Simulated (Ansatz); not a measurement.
CoO, 2 atoms in the cell. The structure is cubic, space group F-43m (No. 216). The conventional cell has a = 4.687 Å, b = 4.687 Å, c = 4.687 Å, α = 90.00°, β = 90.00°, γ = 90.00°. Co (site symmetry -43m) is surrounded by 4 O at 2.03 Å. O (site symmetry -43m) has 4 Co at 2.03 Å as nearest neighbours. Measurements of this composition are mostly on another form, of space group No. 225.

- Program: Ansatz 0.2.0
- Task: single point
- Functional: PBE
- Potentials or basis: Ansatz PAW
- Cutoff: 420 eV (not typed: the program's choice for these potentials)
- k mesh: 10 × 10 × 10
- Occupations: gaussian, width 0.019 eV
- Spin: collinear spin, ferromagnetic start
- Starting moments: [2.0, 0.0] μB

Potentials or basis: Ansatz PAW.

Run with:

```sh
$ ansatz run input.yaml --threads 2 --pin off --max-ram 5632MiB --backend cpu --events-out ev --progress --plain --runs-dir out
```

Hardware: 2 threads of Intel(R) Xeon(R) Processor @ 2.70GHz, on a shared host.

Q: Estimate the wall time of this run.

A: Wall time 5.7 s on 2 threads of Intel(R) Xeon(R) Processor @ 2.70GHz (shared host), peak memory 0.35 GiB. Counts: scf iterations 12, plane waves 531, k points 47, bands 17.
